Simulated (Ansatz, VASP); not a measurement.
**ZrB2 in VASP and in Ansatz**

INCAR

```
SYSTEM = ZrB2
PREC = Accurate
ENCUT = 600
EDIFF = 1E-6
ISMEAR = 0
SIGMA = 0.1
LREAL = .FALSE.
LASPH = .TRUE.
NELM = 80
ALGO = Normal
ISIF = 3
LWAVE = .FALSE.
LCHARG = .FALSE.
GGA = PE
IVDW = 12
IBRION = 2
NSW = 70
EDIFFG = -0.005
```

File KPOINTS:

```
regular mesh
0
G
  15 15 12
  0 0 0
```

The input POSCAR:

```
ZrB2
1.0
    3.1711659775      0.0000000000      0.0000000000
   -1.5855829887      2.7463102961      0.0000000000
    0.0000000000      0.0000000000      3.5422975713
Zr B
1 2
Direct
    0.0000000000      0.0000000000      0.0000000000
    0.3333333333      0.6666666667      0.5000000000
    0.6666666667      0.3333333333      0.5000000000
```

Input for Ansatz:

```yaml
crystal:
  lattice:
    - [3.1711659775, 0.0, 0.0]
    - [-1.5855829887, 2.7463102961, 0.0]
    - [0.0, 0.0, 3.5422975713]
  atoms:
    - { symbol: Zr, position: [0.0, 0.0, 0.0] }
    - { symbol: B, position: [0.3333333333, 0.6666666667, 0.5] }
    - { symbol: B, position: [0.6666666667, 0.3333333333, 0.5] }
basis:
  ecutwfc: 420
kpoints:
  mp_grid: { grid: [15, 15, 12] }
hamiltonian:
  xc: pbe
  dispersion: d3bj
scf:
  occupations: { method: gaussian, width: 0.1 }
output:
  forces: true
  stress: true
  eigenvalues: true
relax:
  adjacent_minimum: "off"
  f_tol: 0.005
  max_steps: 50
  cell: { stress_tol: 0.05 }
```

Alike in both runs: task relaxation of cell and atoms; functional PBE; dispersion D3(BJ); k mesh 15 × 15 × 12; occupations gaussian, width 0.1 eV; no spin polarisation.

|  | VASP | Ansatz |
| --- | --- | --- |
| version | VASP 6.6.1 | Ansatz 0.2.0 |
| potentials or method | VASP PAW PBE potentials, release 64 (Zr_sv, B) | scalar-relativistic, plane waves, PAW |
| plane-wave cutoff (eV) | 600 | 420 |
| valence electrons in the cell | 18 | 18 |

```csv
,VASP,Ansatz,Ansatz less VASP
"gap on the k mesh at the Fermi level, each at its own relaxed structure (eV)",none,none,-
relaxed volume (Å³/atom),10.02,10.02,-0.005
relaxed cell length with the largest relative difference (Å),3.511,3.510,-0.0012
energy change over the relaxation (meV/atom),-5,-5,-0.2
```

A gap of «none» marks a metal or a gap that the smearing closes.

Caveats: pairwise dispersion overbinds metals, which lowers pressure and volume.
